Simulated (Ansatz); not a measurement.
Au: how the energy converges with the cutoff

Au, Cmcm, a = 2.823 Å, b = 5.112 Å, c = 4.893 Å. This isn't the element's structure at ambient conditions. Ansatz: PBE, PAW, cutoff varied, Γ-centred 16×16×10 mesh on 2 atoms, Gaussian smearing 0.10 eV; no spin polarisation. Single points at one geometry, the cutoff alone changed; ΔE is the energy at zero smearing over the run at 600 eV (runs within 0.3 meV/atom of it are left out). The runs up to 350 eV lie under the cutoff recommended for these PAW datasets.

| cutoff (eV) | ΔE (meV/atom) |
| --- | --- |
| 200 | 9648.38 |
| 250 | 1211.53 |
| 300 | 107.37 |
| 350 | 6.31 |
| 420 | ? |

**Question.** Assume ΔE falls exponentially with the cutoff, fit y = ln ΔE against x, the cutoff in eV, to the other rows, and predict the missing value.

**Answer.** y = 9.175, 7.100, 4.676, 1.842. Means x = 275.0, y = 5.6982; Σ(Δx)² = 12500, ΣΔxΔy = -610.6; the slope is their ratio. y = 19.13 − 0.04885 x, a factor of ten per 47 eV. At 420 eV this gives ΔE = 0.25 meV/atom. The run gave 1.32, a ratio of 0.19. Between neighbouring rows the decay runs from a factor of ten per 41 eV to one per 103 eV, so one exponential is only a rough guide. The fast fall gives way to a slow tail, so a fit to low cutoffs promises convergence too early.